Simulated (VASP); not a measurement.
# TePb (Fm-3m) in VASP: a series of runs

The runs below take TePb through relaxation of cell and atoms, single point, with TPSS, revTPSS, PBE.

All numbers are computed with VASP 6.6.1; they aren't measurements. Logs are shortened: lines on timing, memory, paths and dates and some standing lists are left out, and cuts for length are marked.

**1. The crystal as given**

The structure is cubic, space group Fm-3m (No. 225). Conventional cell: a = 6.462 Å, b = 6.462 Å, c = 6.462 Å, α = 90.00°, β = 90.00°, γ = 90.00°. Around Pb (site symmetry m-3m) lie 6 Te at 3.23 Å. Te (site symmetry m-3m) has 6 Pb at 3.23 Å as nearest neighbours.

**2. Relaxation of cell and atoms, TPSS**

The input, INCAR:

```
PREC = Accurate ; ENCUT = 600
EDIFF = 1E-6 ; ISMEAR = -1
SIGMA = 0.05 ; LREAL = F
LASPH = T ; NELM = 60
ALGO = Normal ; ISIF = 3
LWAVE = F ; LCHARG = F
METAGGA = TPSS ; LMIXTAU = T
IBRION = 2 ; NSW = 60
EDIFFG = -0.02
```

The input, KPOINTS:

```
regular mesh
0
Gamma
  7 7 7
```

The input, POSCAR:

```
TePb
1.0
    0.0000000000      3.2310000000      3.2310000000
    3.2310000000      0.0000000000      3.2310000000
    3.2310000000      3.2310000000      0.0000000000
Pb Te
1 1
Direct
    0.0000000000      0.0000000000      0.0000000000
    0.5000000000      0.5000000000      0.5000000000
```

Potentials or basis: VASP PAW PBE potentials, release 64 (Pb_d, Te).

Run with:

```sh
cat potpaw_PBE.64/Pb_d/POTCAR potpaw_PBE.64/Te/POTCAR > POTCAR
mpirun -np 1 vasp_std > vasp.out
```

OUTCAR:

```text
PREC = Accurate
   ENCUT = 600
   EDIFF = 1E-6
   ISMEAR = -1
   LREAL = F
   LASPH = T
   NELM = 60
   ISIF = 3
   METAGGA = TPSS
   IBRION = 2
   NSW = 60
   EDIFFG = -0.02

 ion  position               nearest neighbor table
   1  0.000  0.000  0.000-   2 3.23   2 3.23   2 3.23   2 3.23   2 3.23   2 3.23
   2  0.500  0.500  0.500-   1 3.23   1 3.23   1 3.23   1 3.23   1 3.23   1 3.23

  LATTYP: Found a face centered cubic cell.
 ALAT       =     6.4620000000

  Lattice vectors:

 A1 = (   0.0000000000,   3.2310000000,   3.2310000000)
 A2 = (   3.2310000000,   0.0000000000,   3.2310000000)
 A3 = (   3.2310000000,   3.2310000000,   0.0000000000)

Analysis of symmetry for initial positions (statically):
=====================================================================
 Subroutine PRICEL returns:
 Original cell was already a primitive cell.

 Routine SETGRP: Setting up the symmetry group for a
 face centered cubic supercell.

 Subroutine GETGRP returns: Found 48 space group operations
 (whereof 48 operations were pure point group operations)
 out of a pool of 48 trial point group operations.

The static configuration has the point symmetry O_h .

Analysis of symmetry for dynamics (positions and initial velocities):
=====================================================================
 Subroutine PRICEL returns:
 Original cell was already a primitive cell.

 Routine SETGRP: Setting up the symmetry group for a
 face centered cubic supercell.

 Subroutine GETGRP returns: Found 48 space group operations
 (whereof 48 operations were pure point group operations)
 out of a pool of 48 trial point group operations.

The dynamic configuration has the point symmetry O_h .

 Subroutine INISYM returns: Found 48 space group operations
 (whereof 48 operations are pure point group operations),
 and found     1 'primitive' translations

----------------------------------------------------------------------------------------

                                     Primitive cell

  volume of cell :      67.4592

  direct lattice vectors                    reciprocal lattice vectors
     0.000000000  3.231000000  3.231000000    -0.154750851  0.154750851  0.154750851
     3.231000000  0.000000000  3.231000000     0.154750851 -0.154750851  0.154750851
     3.231000000  3.231000000  0.000000000     0.154750851  0.154750851 -0.154750851

  length of vectors
     4.569324020  4.569324020  4.569324020     0.268036337  0.268036337  0.268036337

  position of ions in fractional coordinates (direct lattice)
     0.000000000  0.000000000  0.000000000
     0.500000000  0.500000000  0.500000000

  ion indices of the primitive-cell ions
   primitive index   ion index
                 1           1
                 2           2

----------------------------------------------------------------------------------------

 KPOINTS: regular mesh

Automatic generation of k-mesh.
 Grid dimensions read from file:
 generate k-points for:    7    7    7

 Generating k-lattice:

  Cartesian coordinates                     Fractional coordinates (reciprocal lattice)
    -0.022107264  0.022107264  0.022107264     0.142857143  0.000000000  0.000000000
     0.022107264 -0.022107264  0.022107264     0.000000000  0.142857143  0.000000000
     0.022107264  0.022107264 -0.022107264     0.000000000  0.000000000  0.142857143

  Length of vectors
     0.038290905  0.038290905  0.038290905

  Shift w.r.t. Gamma in fractional coordinates (k-lattice)
     0.000000000  0.000000000  0.000000000

 Subroutine IBZKPT returns following result:
 ===========================================

 Found     20 irreducible k-points:

 Following reciprocal coordinates:
            Coordinates               Weight
  0.000000  0.000000  0.000000      1.000000
  0.142857  0.000000  0.000000      8.000000
  0.285714  0.000000  0.000000      8.000000
  0.428571  0.000000  0.000000      8.000000
  0.142857  0.142857  0.000000      6.000000
  0.285714  0.142857  0.000000     24.000000
[... 12 lines left out ...]
 -0.428571  0.428571  0.142857     24.000000
 -0.285714  0.428571  0.142857     24.000000
   k-points           NKPTS =     20   k-points in BZ     NKDIM =     20   number of bands    NBANDS=     14
   number of dos      NEDOS =    301   number of ions     NIONS =      2
   total plane-waves  NPLWV =  64000
   dimension x,y,z NGX =    40 NGY =   40 NGZ =   40
   dimension x,y,z NGXF=    80 NGYF=   80 NGZF=   80
   ions per type =               1   1
   NGX,Y,Z   is equivalent  to a cutoff of  14.55, 14.55, 14.55 a.u.
   NGXF,Y,Z  is equivalent  to a cutoff of  29.11, 29.11, 29.11 a.u.
 SYSTEM =  unknown system
   PREC   = accura    normal or accurate (medium, high low for compatibility)
   ISTART =      0    job   : 0-new  1-cont  2-samecut
   ICHARG =      2    charge: 1-file 2-atom 10-const
   ISPIN  =      1    spin polarized calculation?
   LNONCOLLINEAR =      F non collinear calculations
   LSORBIT =      F    spin-orbit coupling
   LASPH  =      T    aspherical Exc in radial PAW
   ENCUT  =  600.0 eV  44.10 Ry    6.64 a.u.   9.13  9.13  9.13*2*pi/ulx,y,z
   NELM   =     60;   NELMIN=  2; NELMDL= -5     # of ELM steps
   EDIFF  = 0.1E-05   stopping-criterion for ELM
   LREAL  =      F    real-space projection
   EDIFFG = -.2E-01   stopping-criterion for IOM
   NSW    =     60    number of steps for IOM
   IBRION =      2    ionic relax: 0-MD 1-quasi-New 2-CG
   NFREE  =      1    steps in history (QN), initial steepest desc. (CG)
   ISIF   =      3    stress and relaxation
   ISYM   =      2    0-nonsym 1-usesym 2-fastsym
   POTIM  = 0.5000    time-step for ionic-motion
   TEBEG  =    0.0;   TEEND  =   0.0 temperature during run
   PSTRESS=    0.0 pullay stress
   NELECT =      20.0000    total number of electrons
   NUPDOWN=      -1.0000    fix difference up-down
   EMIN   =  10.00;   EMAX   =-10.00  energy-range for DOS
   EFERMI =   0.00;   METHOD = LEGACY
   ISMEAR =    -1;   SIGMA  =   0.05  broadening in eV -4-tet -1-fermi 0-gaus
   EFERMI_NEDOS =   21; number of points for ismear=-14 and -15
   IALGO  =     38    algorithm
   IMIX   =      4    mixing-type and parameters
     AMIX     =   0.40;   BMIX     =  1.00
     AMIX_MAG =   1.60;   BMIX_MAG =  1.00
  volume/ion in A,a.u.               =      33.73       227.62
  Fermi-wavevector in a.u.,A,eV,Ry     =   1.091619  2.062861 16.213147  1.191633
  Thomas-Fermi vector in A             =   2.227868
   LORBIT       =      0    0 simple, 1 ext, 2 COOP (PROOUT), +10 PAW based schemes
   METAGGA = TPSS    functional components
   LHFCALC =     F    Hartree Fock is set to
   AEXX    =    0.0000 exact exchange contribution
   IVDW    =     0    specifies the selected vdW correction
   LEPSILON=     F    determine dielectric tensor
   LRPA    =     F    only Hartree local field effects (RPA)
 conjugate gradient relaxation of ions
 non-spin polarized calculation
  energy-cutoff  :      600.00
  volume of cell :       67.46
 maximum number of plane-waves:      2259
 NGX is ok and might be reduce to    40
   NGX = 19   NGY = 19   NGZ = 19

--------------------------------------- Ionic step        1  -------------------------------------------

 number of electron      19.9999998 magnetization

 Free energy of the ion-electron system (eV)
  ---------------------------------------------------
  ext. energy  EPLUGINS =         0.00000000
  ---------------------------------------------------
  free energy    TOTEN  =       -14.87128724 eV

  energy without entropy =      -14.87128549  energy(sigma->0) =      -14.87128636

------------------------ aborting loop because EDIFF is reached ----------------------------------------

  FORCE on cell =-STRESS in cart. coord.  units (eV):
  Direction    XX          YY          ZZ          XY          YZ          ZX
  --------------------------------------------------------------------------------------
  -------------------------------------------------------------------------------------
  Total        0.7171395      0.7171395      0.7171395      0.0000000      0.0000000     -0.0000000
  in kB       17.0323023     17.0323023     17.0323023      0.0000000      0.0000000     -0.0000000
  external PRESSURE =      17.0323023 kB  Pullay stress =       0.0000000 kB

 VOLUME and BASIS-vectors are now :
 -----------------------------------------------------------------------------
  energy-cutoff  :      600.00
  volume of cell :       67.46
      direct lattice vectors                 reciprocal lattice vectors
     0.000000000  3.231000000  3.231000000    -0.154750851  0.154750851  0.154750851
     3.231000000  0.000000000  3.231000000     0.154750851 -0.154750851  0.154750851
     3.231000000  3.231000000  0.000000000     0.154750851  0.154750851 -0.154750851
[... 37 lines left out ...]
 POSITION                                       TOTAL-FORCE (eV/Angst)
 -----------------------------------------------------------------------------------
      0.00000      0.00000      0.00000         0.000000      0.000000      0.000000
      3.28689      3.28689      3.28689         0.000000      0.000000     -0.000000
 -----------------------------------------------------------------------------------
    total drift:                                0.000000     -0.000000     -0.000000

  FREE ENERGIE OF THE ION-ELECTRON SYSTEM (eV)
  ---------------------------------------------------
  free  energy   TOTEN  =       -14.8835423725 eV

  energy  without entropy=      -14.8835414448  energy(sigma->0) =      -14.88354191

--------------------------------------- Ionic step        3  -------------------------------------------

 number of electron      20.0000001 magnetization

 Free energy of the ion-electron system (eV)
  ---------------------------------------------------
  ext. energy  EPLUGINS =         0.00000000
  ---------------------------------------------------
  free energy    TOTEN  =       -14.88496175 eV

  energy without entropy =      -14.88496068  energy(sigma->0) =      -14.88496122

 E-fermi :   5.5283     XC(G=0):  -9.3959

 val. band max:        4.9632028597   @ k =   0.4286   0.0000   0.0000
 cond. band min:       6.0735940647   @ k =   0.4286   0.0000   0.0000
 fundamental gap:      1.1103912050
 Fermi energy:         5.5283268492

 k-point     1 :       0.0000    0.0000    0.0000
  band No.  band energies     occupation
      1     -11.6757      2.00000
      2     -11.6757      2.00000
      3     -11.6633      2.00000
      4     -11.6633      2.00000
      5     -11.6633      2.00000
      6      -6.7485      2.00000
      7      -0.5572      2.00000
      8       3.8809      2.00000
      9       3.8809      2.00000
     10       3.8809      2.00000
     11       9.2067      0.00000
     12       9.2067      0.00000
     13       9.2067      0.00000
     14      11.0223      0.00000

 k-point     2 :       0.1429    0.0000    0.0000
  band No.  band energies     occupation
      1     -11.6777      2.00000
      2     -11.6777      2.00000
      3     -11.6629      2.00000
      4     -11.6609      2.00000
      5     -11.6609      2.00000
      6      -6.5808      2.00000
      7      -1.0635      2.00000
      8       3.9273      2.00000
      9       3.9273      2.00000
     10       4.1415      2.00000
[... 330 lines left out ...]
 POSITION                                       TOTAL-FORCE (eV/Angst)
 -----------------------------------------------------------------------------------
      0.00000      0.00000      0.00000         0.000000      0.000000     -0.000000
      3.27295      3.27295      3.27295        -0.000000     -0.000000      0.000000
 -----------------------------------------------------------------------------------
    total drift:                                0.000000     -0.000000     -0.000000

  FREE ENERGIE OF THE ION-ELECTRON SYSTEM (eV)
  ---------------------------------------------------
  free  energy   TOTEN  =       -14.8849617538 eV

  energy  without entropy=      -14.8849606845  energy(sigma->0) =      -14.88496122

 reached required accuracy - stopping structural energy minimisation
```

Run time: 3.3 min. Hardware: 1 thread of Intel Xeon 6975P-C (Granite Rapids), shared host; peak memory 0.29 GiB.

Results:

```yaml
Free_energy: -14.8850 eV
Relaxed_volume: 35.06 Å³/atom
Relaxed_cell: a = 4.629 Å, b = 4.629 Å, c = 4.629 Å, α = 60.00°, β = 60.00°, γ = 60.00°
Space_group_after_relaxing_to_0.05_Å: Fm-3m (No. 225)
Energy_gained_by_relaxing: 6.8 meV/atom
Ionic_steps: 3
Pressure_after_relaxing: 0.0 GPa
```

The path:
```
step  energy change (eV)  largest force (eV/Å)  pressure (GPa)  volume (Å³)
   1              0.0000                0.0000            1.70        67.46
   2             -0.0123                0.0000           -0.49        71.02
   3             -0.0137                0.0000            0.00        70.12
```

Final structure:
```
CELL_PARAMETERS angstrom
0.00000 3.27295 3.27295
3.27295 0.00000 3.27295
3.27295 3.27295 0.00000
ATOMIC_POSITIONS crystal
Pb 0.00000 0.00000 0.00000
Te 0.50000 0.50000 0.50000
```

Levels at points of the mesh, in eV from the Fermi level:
```tsv
k point	band 6	band 7	band 8	band 9	band 10	band 11	band 12	band 13	band 14
(0.00, 0.00, 0.00)	-12.28	-6.09	-1.65	-1.65	-1.65	3.68	3.68	3.68	5.49
```

Caveat: this odd mesh misses L, where the gap lies, so gap, dielectric constants and Born charges aren't listed; the PAW data sets were made with another functional, which shifts forces and pressure a little.

**3. Relaxation of cell and atoms, revTPSS**

The input, INCAR:

```
PREC = Accurate
ENCUT = 600
EDIFF = 1E-7
ISMEAR = -1
SIGMA = 0.05
LREAL = F
LASPH = T
NELM = 100
ALGO = Normal
ISIF = 3
LWAVE = F
LCHARG = F
METAGGA = RTPSS
LMIXTAU = T
IBRION = 2
NSW = 40
EDIFFG = -0.02
```

The input, KPOINTS:

```
Automatic mesh
0
Gamma
  7 7 7
```

POSCAR is that of step 2.

Potentials or basis: VASP PAW PBE potentials, release 64 (Pb_d, Te).

Run with:

```sh
cat potpaw_PBE.64/Pb_d/POTCAR potpaw_PBE.64/Te/POTCAR > POTCAR
mpirun -np 1 vasp_std > vasp.out
```

OUTCAR:

```text
PREC = Accurate
   ENCUT = 600
   EDIFF = 1E-7
   ISMEAR = -1
   LREAL = F
   LASPH = T
   NELM = 100
   ISIF = 3
   METAGGA = RTPSS
   IBRION = 2
   NSW = 40
   EDIFFG = -0.02

 ion  position               nearest neighbor table
   1  0.000  0.000  0.000-   2 3.23   2 3.23   2 3.23   2 3.23   2 3.23   2 3.23
   2  0.500  0.500  0.500-   1 3.23   1 3.23   1 3.23   1 3.23   1 3.23   1 3.23

  LATTYP: Found a face centered cubic cell.
 ALAT       =     6.4620000000

  Lattice vectors:

 A1 = (   0.0000000000,   3.2310000000,   3.2310000000)
 A2 = (   3.2310000000,   0.0000000000,   3.2310000000)
 A3 = (   3.2310000000,   3.2310000000,   0.0000000000)

Analysis of symmetry for initial positions (statically):
=====================================================================
 Subroutine PRICEL returns:
 Original cell was already a primitive cell.
[... 176 lines left out ...]
  in kB        8.3834952      8.3834952      8.3834952      0.0000000      0.0000000      0.0000000
  external PRESSURE =       8.3834952 kB  Pullay stress =       0.0000000 kB
[... 59 lines left out ...]
--------------------------------------- Ionic step        3  -------------------------------------------

 number of electron      20.0000000 magnetization

 Free energy of the ion-electron system (eV)
  ---------------------------------------------------
  ext. energy  EPLUGINS =         0.00000000
  ---------------------------------------------------
  free energy    TOTEN  =        55.65037001 eV

  energy without entropy =       55.65037144  energy(sigma->0) =       55.65037073

 E-fermi :   5.7074     XC(G=0):  -9.5294

 val. band max:        5.1627093180   @ k =   0.4286   0.0000   0.0000
 cond. band min:       6.2364545492   @ k =   0.4286   0.0000   0.0000
 fundamental gap:      1.0737452312
 Fermi energy:         5.7073934785

 k-point     1 :       0.0000    0.0000    0.0000
  band No.  band energies     occupation
      1     -11.5216      2.00000
      2     -11.5216      2.00000
      3     -11.5126      2.00000
      4     -11.5126      2.00000
      5     -11.5126      2.00000
      6      -6.6856      2.00000
      7      -0.2632      2.00000
      8       4.0234      2.00000
      9       4.0234      2.00000
     10       4.0234      2.00000
     11       9.4489      0.00000
     12       9.4489      0.00000
     13       9.4489      0.00000
     14      11.1327      0.00000
[... 350 lines left out ...]
  FREE ENERGIE OF THE ION-ELECTRON SYSTEM (eV)
  ---------------------------------------------------
  free  energy   TOTEN  =        55.6503700107 eV

  energy  without entropy=       55.6503714414  energy(sigma->0) =       55.65037073

 reached required accuracy - stopping structural energy minimisation
```

OSZICAR:

```text
N       E                     dE             d eps       ncg     rms          rms(c)
DAV:   1     0.220538993252E+03    0.22054E+03   -0.10111E+04   560   0.156E+03
DAV:   2     0.640798327044E+02   -0.15646E+03   -0.15349E+03   578   0.376E+02
DAV:   3     0.528479961418E+02   -0.11232E+02   -0.11049E+02   758   0.106E+02
[... 39 lines left out ...]
DAV:   7     0.556503699716E+02   -0.31843E-06   -0.32029E-06   716   0.257E-02    0.230E-03
DAV:   8     0.556503697913E+02   -0.18033E-06   -0.79258E-07   566   0.882E-03    0.141E-03
DAV:   9     0.556503702062E+02    0.41489E-06   -0.38679E-07   552   0.107E-02    0.529E-04
DAV:  10     0.556503700285E+02   -0.17770E-06   -0.12083E-07   304   0.580E-03    0.517E-04
DAV:  11     0.556503700107E+02   -0.17764E-07   -0.99983E-09   280   0.177E-03
   3 F= 0.55650370E+02 E0= 0.55650371E+02  d E =-.341071E-02
```

CONTCAR:

```text
TePb
   1.00000000000000
     0.0000000000000000    3.2520866154475243    3.2520866154475243
     3.2520866154475243    0.0000000000000000    3.2520866154475243
     3.2520866154475243    3.2520866154475243    0.0000000000000000
  Pb              Te
     1     1
Direct
     0.0000000000000000    0.0000000000000000    0.0000000000000000
     0.5000000000000000    0.5000000000000000    0.5000000000000000

  0.00000000E+00  0.00000000E+00  0.00000000E+00
  0.00000000E+00  0.00000000E+00  0.00000000E+00
```

Run time: 3.4 min. Hardware: 1 thread of Intel Xeon 6975P-C (Granite Rapids), shared host; peak memory 0.26 GiB.

Results:

- Free energy: 55.6504 eV
- Relaxed volume: 34.39 Å³/atom
- Relaxed cell: a = 4.599 Å, b = 4.599 Å, c = 4.599 Å, α = 60.00°, β = 60.00°, γ = 60.00°
- Space group after relaxing (to 0.05 Å): Fm-3m (No. 225)
- Energy gained by relaxing: 1.7 meV/atom
- Ionic steps: 3
- Pressure after relaxing: 0.0 GPa

The path:
```
step  energy change (eV)  largest force (eV/Å)  pressure (GPa)  volume (Å³)
   1              0.0000                0.0000            0.84        67.46
   2             -0.0031                0.0000           -0.23        69.20
   3             -0.0034                0.0000            0.00        68.79
```

Final structure:
```xyz
2
Lattice="0.0000 3.2521 3.2521 3.2521 0.0000 3.2521 3.2521 3.2521 0.0000" Properties=species:S:1:pos:R:3 pbc="T T T"
Pb    0.0000    0.0000    0.0000
Te    3.2521    3.2521    3.2521
```

Levels at points of the mesh, in eV from the Fermi level:
```
           k point  band 8  band 9  band 10  band 11  band 12  band 13
(0.00, 0.00, 0.00)   -1.68   -1.68    -1.68     3.74     3.74     3.74
```

Caveat: this odd mesh misses L, where the gap lies, so gap, dielectric constants and Born charges aren't listed; the PAW data sets were made with another functional, which shifts forces and pressure a little.

[end of part 1 of 2]
